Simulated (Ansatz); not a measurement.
Input of an Ansatz 0.2.0 run:

File input.yaml:

```yaml
crystal:
  lattice:
    - [0.0, 2.2535006075, 2.2535006075]
    - [2.2535006075, 0.0, 2.2535006075]
    - [2.2535006075, 2.2535006075, 0.0]
  atoms:
    - { symbol: Ga, position: [0.0, 0.0, 0.0] }
    - { symbol: "N", position: [0.25, 0.25, 0.25] }
kpoints:
  mp_grid: { grid: [10, 10, 10] }
scf:
  occupations: { method: gaussian, width: 0.021 }
hamiltonian:
  xc: pbe
  pseudopotentials: { kind: all_electron, lapw: { basis_error: 0.001 } }
output:
  forces: true
  stress: true
  eigenvalues: true
```

Potentials or basis: all-electron LAPW, scalar-relativistic.

Launch:

```console
$ ansatz run input.yaml --threads 1 --pin off --max-ram 3072MiB --backend cpu --events-out ev --progress --plain --runs-dir out
```

What does it give for the pressure?

4.9 GPa.

What does it give for the band gap on the k mesh?

1.73 eV, direct.

**What was measured.**

A printed reference work, textbook reports, for a bulk crystal of GaN at 0 K: band gap 3.299 eV (direct).

Against the measured gap of GaN, 3.299 eV (direct; 0 K; a printed reference work, textbook), the calculated 1.73 eV is off by -1.56 eV. Spin-orbit coupling on Ga is left out. The value is that of PBE, without temperature or zero-point motion. Semilocal functionals fall short of measured gaps as a rule. The cell is a database's relaxed one, not the measured one, which moves gaps too.
